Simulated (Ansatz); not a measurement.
**Two inputs for SiO2**

Cell: a computed structure from the Materials Project (it need not be an observed phase), taken as it stands.

```cif
data_SiO2
_symmetry_space_group_name_H-M 'P6_522'
_symmetry_Int_Tables_number 179
_cell_length_a 7.3006
_cell_length_b 7.3006
_cell_length_c 7.0051
_cell_angle_alpha 90.000
_cell_angle_beta 90.000
_cell_angle_gamma 120.000
loop_
_atom_site_label
_atom_site_type_symbol
_atom_site_symmetry_multiplicity
_atom_site_Wyckoff_symbol
_atom_site_fract_x
_atom_site_fract_y
_atom_site_fract_z
Si Si 6 b 0.5339 0.7669 0.4167
O7 O 6 b 0.6123 0.3877 0.0833
O8 O 6 a 0.0000 0.6829 0.1667
```

One atom of each set is listed.

Reference run. All values are calculated (Ansatz; DFT, PBE, plane waves and PAW (field gradients read without the response of the frozen cores, which leaves them typically 4 to 6 % off), scalar-relativistic, 420 eV cutoff, Γ-centred 4×4×3 k-points, Fermi–Dirac smearing 0.02 eV), not measured.

Question: The input is changed as follows: `kpoints.mp_grid.grid`: [4, 4, 3] → [5, 5, 4]. What happens to V_zz (10²¹ V/m²) and η?

Answer: 

| site | V_zz reference | η reference | V_zz changed | η changed |
| --- | --- | --- | --- | --- |
| Si | -0.38 | 0.10 | -0.38 | 0.10 |
| O7 | 10.52 | 0.00 | 10.52 | 0.00 |
| O8 | 10.38 | 0.03 | 10.38 | 0.03 |

All printed values agree. SCF iterations: 6 and 6.
